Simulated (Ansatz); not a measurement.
# C (P6/mmm), an elastic constant from a strain scan

All numbers below come from DFT PBE+D3(BJ), scalar-relativistic, plane waves, PAW in Ansatz. The runs took a 420 eV cutoff, a Γ-centred 30×30×18 mesh and Gaussian smearing (0.15 eV). No spin polarisation. Energies are free energies at this smearing, counted from the undisturbed cell; pressure is positive in compression.

Zero of the scan (relaxed at this level; this form isn't the usual structure):

```
C
1.0
     2.46474    0.00000    0.00000
    -1.23237    2.13453    0.00000
     0.00000    0.00000    3.56743
C
2
Direct
  0.33333 0.66667 0.00000
  0.66667 0.33333 0.00000
```

The cell is strained by ε times the Voigt pattern (0, 0, 0, 0, 0, 1) (xx, yy, zz, yz, xz, xy; engineering shear) with fractional coordinates fixed. The cell holds 2 atoms in V0 = 18.77 Å³. The stress column is τ = (1/V0) dE/dε, got from the stress tensor σ (compression positive) at each point as −det(1 + εP) σ : P(1 + εP)⁻¹, with P the pattern as a tensor.

```csv
ε,ΔE (meV/atom),τ (GPa)
-0.0350,15.484,-15.124
-0.0300,11.373,-12.956
-0.0250,7.895,-10.790
-0.0200,5.053,-8.628
-0.0100,1.265,-4.311
0.0000,0.000,0.000
0.0100,1.265,4.311
0.0200,5.053,8.628
0.0250,7.895,10.790
0.0300,11.373,12.956
0.0350,15.484,15.124
0.0400,?,?
```

Task: Which combination of elastic constants does this scan measure, and how large is it?

Result: For small ε, τ = τ0 + Kε with K = pᵀCp, which for this pattern is C66 in the Cartesian frame shown. The parabola through τ at ε = -0.0100, 0 and 0.0100 has slope K = 431 GPa at zero. The energies per cell, E = NΔE, of the same two points give K = 2[E(ε₊)/ε₊ − E(ε₋)/ε₋]/[(ε₊ − ε₋)V0] = 432 GPa, in agreement. These are clamped-ion values.

Task: Predict the withheld row at ε = 0.0400 from the harmonic law, and compare.

Result: ΔE = V0(τ0 ε + Kε²/2)/N = 20.202 meV/atom and τ = 17.25 GPa. The calculation gives 20.232 meV/atom and 17.30 GPa, a miss of 0.2 % of the harmonic energy, so the harmonic law still holds here.

Forces appear on the atoms along this scan, and letting them relax would lower the energy and soften the response. In a metal these slopes depend on the k mesh and the smearing.

Cost: 7 runs of about 6.2 core-minutes in all, on Arm Neoverse V1 (shared hosts).